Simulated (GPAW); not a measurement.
Runs of GPAW 26.7.0 on InP. The structure is cubic, space group F-43m (No. 216). The conventional cell has a = 5.861 Å, b = 5.861 Å, c = 5.861 Å, α = 90.00°, β = 90.00°, γ = 90.00°. In (site symmetry -43m) is surrounded by 4 P at 2.54 Å. Around P (site symmetry -43m) lie 4 In at 2.54 Å. 

| cell | target pressure | gap on the mesh (eV) | pressure (GPa) |
| --- | --- | --- | --- |
| relaxed to 30 GPa | 30 GPa | 1.11 | 30.0 |
| relaxed to 10 GPa | 10 GPa | 1.17 | 9.9 |
| relaxed to 20 GPa | 20 GPa | (b) | 20.0 |
| relaxed to 5 GPa | 5 GPa | 0.92 | 5.0 |
| relaxed to 2 GPa | 2 GPa | (a) | 2.0 |

Alike in all rows: task relaxation of cell and atoms; level PBEsol; potentials or basis PAW data sets generated in the run's folder for this functional, pw; no spin polarisation; k mesh 8 × 8 × 8; cutoff (eV) 600; smearing fermi-dirac 0.05 eV.

Q: Fill in the values left out.

A: (a) 0.73; (b) 1.25.

Caveats: later steps reuse the first step's grids; spin-orbit coupling is left out, which moves the levels of the heavy elements.

A k mesh can miss the band edges, and the runs leave out spin-orbit coupling on In.

Runs at the PBE level aren't shown here.
